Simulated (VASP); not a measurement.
## SiC (Moissanite 3C): single point with LDA

**What was measured.**

“Insight into the structural, elastic and electronic properties of a new orthorhombic 6O-SiC polytype”, 2020, pmc:7200658 quotes, for a bulk crystal of SiC: band gap 2.4 eV (indirect).

SiC (Moissanite 3C):

```
Si C
1.0
     0.00000    2.17900    2.17900
     2.17900    0.00000    2.17900
     2.17900    2.17900    0.00000
Si C
1 1
Direct
  0.00000 0.00000 0.00000
  0.25000 0.25000 0.25000
```

```
Program             : VASP 6.6.1
Task                : single point
Functional          : LDA
Potentials or basis : VASP PAW LDA potentials, release 64 (Si, C)
Cutoff              : 520 eV
k mesh              : 8 × 8 × 8
Occupations         : gaussian, width 0.03 eV
Spin                : no spin polarisation
```

- Pressure: -4.0 GPa
- Band gap on the k mesh: 1.30 eV, indirect (least direct gap 4.50 eV)

Levels at points of the mesh, in eV from the valence-band top:
```
           k point  band 2  band 3  band 4  band 5  band 6  band 7
(0.00, 0.00, 0.00)    0.00    0.00    0.00    6.29    7.19    7.19
(0.50, 0.00, 0.00)   -8.56   -1.05   -1.05    5.39    7.13    7.13
(0.50, 0.50, 0.00)   -7.81   -3.19   -3.19    1.30    4.19   13.83
```

Wall time 1.9 s on 4 MPI ranks on AMD EPYC 9R45 (Zen 5), on a shared host, peak memory 0.09 GiB a rank.

A measured gap of SiC is 2.4 eV (indirect; quoted in “Insight into the structural, elastic and electronic properties of a new orthorhombic 6O-SiC polytype”, 2020, pmc:7200658); the calculated 1.30 eV misses it by -1.10 eV. The value is that of LDA on a finite k mesh, which can miss the band edges, without temperature or zero-point motion. Semilocal functionals fall short of measured gaps as a rule.
